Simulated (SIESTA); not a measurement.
# MnO: relaxation of cell and atoms with PBEsol

Crystal: MnO.

```
Mn O
1.0
     0.00000    2.22391    2.22391
     2.22391    0.00000    2.22391
     2.22391    2.22391    0.00000
Mn O
1 1
Direct
  0.00000 0.00000 0.00000
  0.50000 0.50000 0.50000
```

The cell is a database's computed one.

- Program: SIESTA 5.4.2
- Task: relaxation of cell and atoms
- Functional: PBEsol
- Potentials or basis: PseudoDojo 0.4 standard (PBEsol files)
- Basis: DZP (energy shift 0.003 Ry; two zetas on semicore shells)
- Grid cutoff: 800 Ry
- Energy shift: 0.003 Ry
- k mesh: 8 × 8 × 8
- Occupations: fermi-dirac, width 0.05 eV
- Spin: collinear spin, ferromagnetic start
- Starting moments: [4.0, 0.0] μB
- force tolerance: 0.02 eV/Å

```json
{
 "Relaxed volume": "10.39 Å³/atom",
 "Relaxed cell": "a = 3.086 Å, b = 3.086 Å, c = 3.086 Å, α = 60.00°, β = 60.00°, γ = 60.00°",
 "Space group after relaxing (to 0.05 Å)": "Fm-3m (No. 225)",
 "Energy gained by relaxing": "10.2 meV/atom",
 "Ionic steps": "5",
 "Pressure after relaxing": "0.0 GPa",
 "Band gap on the k mesh": "none (metal or under the smearing width)",
 "Net moment": "4.63 μB per cell",
 "Site moments": "Mn +4.45; O +0.17 μB"
}
```

Step by step:
| step | energy change (eV) | largest force (eV/Å) | pressure (GPa) | volume (Å³) |
| --- | --- | --- | --- | --- |
| 1 | 0.0000 | 0.0000 | -5.67 | 22.00 |
| 2 | -0.0049 | 0.0000 | -4.94 | 21.82 |
| 3 | -0.0204 | 0.0000 | 0.73 | 20.69 |
| 4 | -0.0203 | 0.0000 | -0.31 | 20.82 |
| 5 | -0.0204 | 0.0000 | -0.02 | 20.78 |

Final structure:
```
CELL_PARAMETERS angstrom
0.00002 2.18221 2.18221
2.18221 0.00002 2.18221
2.18221 2.18221 0.00002
ATOMIC_POSITIONS crystal
Mn 0.00000 0.00000 0.00000
O 0.50000 0.50000 0.50000
```

Run time: 4 min on 1 thread of Intel(R) Xeon(R) Platinum 8488C (Sapphire Rapids), on a shared host, peak memory 0.27 GiB.

Caveat: short orbitals over semicore shells can move pressures by several GPa; the basis of atomic orbitals isn't converged, which shifts pressures, moduli and gaps; a cell with one magnetic atom can't hold antiferromagnetic order, which such compounds often take; semilocal functionals often make such compounds metallic where correlation or magnetic order opens a gap, which also shifts bond lengths. With open d or f shells a metallic result of PBEsol can be an artefact of self-interaction; +U or a hybrid may open a gap.
